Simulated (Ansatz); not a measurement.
Set up this calculation in Ansatz 0.2.0, as the native input.

```yaml
Task: relaxation of cell and atoms
Functional: PBEsol
Potentials_or_basis: Ansatz PAW
Cutoff: "420 eV (not typed: the program's choice for these potentials)"
k_mesh: 9 × 9 × 9
Occupations: fermi-dirac, width 0.05 eV
Spin: no spin polarisation
Target_pressure: 20 GPa
Target_pressure_GPa: 20
```

Sn:

```
Sn
1.0
    -2.94014    2.94014    1.59930
     2.94014   -2.94014    1.59930
     2.94014    2.94014   -1.59930
Sn
2
Cartesian
  0.0000 0.0000 0.0000
  0.0000 2.9401 0.7997
```

One way to write it, as run:

input.yaml

```yaml
crystal:
  lattice:
    - [-2.9401404553, 2.9401404553, 1.5993019889]
    - [2.9401404553, -2.9401404553, 1.5993019889]
    - [2.9401404553, 2.9401404553, -1.5993019889]
  atoms:
    - { symbol: Sn, position: [0.0, 0.0, 0.0] }
    - { symbol: Sn, position: [0.75, 0.25, 0.5] }
hamiltonian:
  xc: pbesol
  pseudopotentials: { kind: paw }
kpoints:
  mp_grid: { grid: [9, 9, 9] }
scf:
  occupations: { method: fermi_dirac, width: 0.05 }
output:
  forces: true
  stress: true
  eigenvalues: true
  write_density: true
  write_potential: true
  elf: true
  volumetric_format: npy
relax:
  f_tol: 0.01
  max_steps: 40
  cell: { stress_tol: 0.05, p_target: 20.0 }
```

Potentials or basis: Ansatz PAW.

Run with:

```sh
$ ansatz run input.yaml --threads 2 --pin off --max-ram 5632MiB --backend cpu --events-out ev --progress --plain --runs-dir out
```

Results of the run:

* Relaxed volume: 21.71 Å³/atom
* Relaxed cell: a = 4.125 Å, b = 4.125 Å, c = 4.125 Å, α = 97.17°, β = 97.17°, γ = 138.61°
* Space group after relaxing (to 0.05 Å): I4_1/amd (No. 141)
* Energy change on relaxing (the enthalpy is what falls): +258.0 meV/atom
* Ionic steps: 7
* Pressure after relaxing: 20.0 GPa
* Band gap on the k mesh: none (metal or under the smearing width)

Caveat: the volume moved by over 15 % at a fixed basis, so the end points are rough; the plane-wave basis is chosen anew once the cell has moved, so the energies of steps on either side of that aren't comparable; the PAW data sets come from PBE, with cores solved anew for the run's functional, which leaves a small shift of forces and pressure.

Run time: 13 s on 2 threads of Intel(R) Xeon(R) 6975P-C (Granite Rapids) (shared host), peak memory 0.41 GiB.
